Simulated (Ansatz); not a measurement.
**Rubidium, diamond under revPBE: ground state and equation of state**

Aim: take rubidium in the diamond structure, relax it, solve it on a dense k-mesh, then scale the cell to 7 volumes from 88 to 112 % of the relaxed one and try a fit of the equation of state. Spin polarisation is left out. The k-meshes are 6×6×6 for the relaxation; 9×9×9 for the dense run; 6×6×6 for the volumes.

This is Rb in the diamond structure; at room conditions it is bcc.

Program: Ansatz 0.2.0. Level of theory: DFT revPBE, plane waves (420 eV) with PAW, scalar-relativistic; PAW files made under PBE, frozen cores solved again for the functional. These are calculated values, not measurements.

## 1. Starting point

It takes space group Fd-3m (No. 227, cubic). The conventional cell has a = 9.798 Å, b = 9.798 Å, c = 9.798 Å, α = 90.00°, β = 90.00°, γ = 90.00°. Rb (site symmetry -43m) is surrounded by 4 Rb at 4.24 Å.

As a file:

```cif
data_structure
_symmetry_space_group_name_H-M 'P 1'
_symmetry_Int_Tables_number 1
_cell_length_a 6.9285
_cell_length_b 6.9285
_cell_length_c 6.9285
_cell_angle_alpha 60.000
_cell_angle_beta 60.000
_cell_angle_gamma 60.000
_cell_volume 235.18
loop_
_atom_site_label
_atom_site_type_symbol
_atom_site_fract_x
_atom_site_fract_y
_atom_site_fract_z
_atom_site_occupancy
Rb1 Rb 0.12500 0.12500 0.12500 1
Rb2 Rb 0.87500 0.87500 0.87500 1
```

## 2. Geometry optimisation

File input.yaml:

```yaml
crystal:
  lattice:
    - [0.0, 4.8991917204, 4.8991917204]
    - [4.8991917204, 0.0, 4.8991917204]
    - [4.8991917204, 4.8991917204, 0.0]
  atoms:
    - { symbol: Rb, position: [0.125, 0.125, 0.125] }
    - { symbol: Rb, position: [0.875, 0.875, 0.875] }
hamiltonian:
  xc: revpbe
  pseudopotentials:
    kind: paw
    azcp:
      Rb: "pseudopotentials/Rb.paw.azcp"
basis:
  ecutwfc: 420
  fft_grid_basis: typed
kpoints:
  mp_grid: { grid: [6, 6, 6], shift: [0, 0, 0] }
magnetization:
  spin_polarized: false
scf:
  occupations: { method: fermi_dirac, width: 0.1 }
relax:
  max_steps: 60
  f_tol: 0.01
  cell: {}
```

The runs that follow: Dense single point; Volume × 0.88; Volume × 0.92; Volume × 0.96; Volume × 1.0; Volume × 1.04; Volume × 1.08; Volume × 1.12.

What does the calculation give? Wanted: space group; conventional cell; volume; shortest distance; gap on the mesh; relative to bcc; V₀, B₀, B₀′.

As calculated:

```
                      quantity                          value
space group (spins left aside)                Fd-3m (No. 227)
             conventional cell                   a = 10.779 Å
                        volume                156.554 Å³/atom
             shortest distance                        4.668 Å
               gap on the mesh   none (levels filled in part)
               relative to bcc                  +252 meV/atom
                   V₀, B₀, B₀′  156.307 Å³/atom, 0.8 GPa, 3.5
```

What this shows: From the guessed start the volume grew by 33.1 % in 5 steps. Against the reference form of rubidium (bcc, computed apart with the same settings) it stands 252 meV/atom higher. Levels at the Fermi energy are filled in part, as in a metal. B₀ comes out at 0.8 GPa, a soft solid. Relaxation kept the symmetry; phonons were not checked.
